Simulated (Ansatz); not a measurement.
The system is Sn.

```
CELL_PARAMETERS angstrom
-2.02919 2.02919 1.66076
2.02919 -2.02919 1.66076
2.02919 2.02919 -1.66076
ATOMIC_POSITIONS crystal
Sn 0.00000 0.00000 0.00000
```

This isn't the form of Sn at room conditions, which is tetragonal (white tin).

```yaml
Program: Ansatz 0.2.0
Task: single point
Functional: PBE
Potentials_or_basis: all-electron LAPW, scalar-relativistic
Cutoff: 166 eV (chosen from the basis error)
Basis_error_allowed: 0.001 eV/atom
k_mesh: 10 × 10 × 10
Occupations: fermi-dirac, width 0.05 eV
Spin: no spin polarisation
```

On this cell: pressure 0.9 GPa; band gap on the k mesh none (metal or under the smearing width).

The same run follows on a disturbed copy (cell strained at random at fixed volume):

```
Sn
1.0
    -1.96923    2.05623    1.62201
     2.04455   -2.03890    1.69286
     1.97855    2.04822   -1.60084
Sn
1
Direct
  0.00815 0.00113 0.99938
```

**Question.** What does the disturbed cell give?

**Answer.** The energy (extrapolated to zero smearing) moves by +1.6 meV/atom; pressure 1.1 GPa; band gap on the k mesh none (metal or under the smearing width).

Stress tensor (GPa, compression positive):
```
 0.50 -0.18 -0.32
-0.18  0.65 -0.09
-0.32 -0.09  2.07
```
